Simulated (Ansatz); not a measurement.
# How Ta stores the work of compression

Level of theory: DFT PBE, scalar-relativistic, plane waves, PAW in Ansatz 0.2.0. (420 eV cutoff, 18×18×18 k-mesh, Gaussian smearing of 0.10 eV, no spin polarisation)

Reference structure (relaxed):

```xyz
1
Lattice="-1.6595 1.6595 1.6595 1.6595 -1.6595 1.6595 1.6595 1.6595 -1.6595" Properties=species:S:1:pos:R:3 pbc="T T T"
Ta    0.0000    0.0000    0.0000
```

Cell and atoms were relaxed at each target pressure within the start's symmetry (Im-3m), at zero temperature; other phases can be more stable under pressure. H = E + PV with P the target; E is the free energy at the smearing used, whose derivative the pressure is, per atom and counted from zero pressure.

Spin–orbit coupling is left out, which can shift energies with elements as heavy as these.

```tsv
P (GPa)	V (Å³/atom)	E − E0 (meV)	H − H0 (meV)
0	18.282	0.0	0.0
2	18.099	1.1	227.0
5	17.829	6.9	563.3
10	17.433	25.4	1113.5
20	16.752	88.5	2179.6
40	15.685	285.2	4201.2
```

Q: Thermodynamics gives dH/dP = V along a relaxed path. Integrate V over P by the trapezoid rule and compare with the computed enthalpies.

A: With 1 eV/Å³ = 160.22 GPa, each step adds the mean volume times ΔP / 160.22:
```
P (GPa)  ∫V dP (meV) H − H0 (meV) difference (meV)
      2        227.1         227.0               0.1
      5        563.4         563.3               0.1
     10       1113.7        1113.5               0.2
     20       2180.5        2179.6               0.9
     40       4205.1        4201.2               3.8
```

V(P) curves upward, so the trapezoid rule runs high; integrating a smooth curve through the same points puts that excess at about 3.9 meV at 40 GPa, against the 3.8 meV found.

Q: At 40 GPa, how much of the enthalpy change is stored energy and how much is the PV term?

A: E rises by 285 meV/atom and PV is 40 × 15.685 / 160.22 = 3916 meV/atom, so PV makes 93 % of ΔH. So between rival structures at high pressure a small difference in volume can outweigh the difference in energy: 1 % of this volume is worth 39.2 meV/atom at this pressure.

Q: What bulk modulus do the lowest pressures give?

A: From the pressures that the runs reached, -2.05 GPa (18.476 Å³) and 1.94 GPa (18.099 Å³), B = −ΔP/Δln V = 3.99 / 0.0206 = 194 GPa, a mean over that range.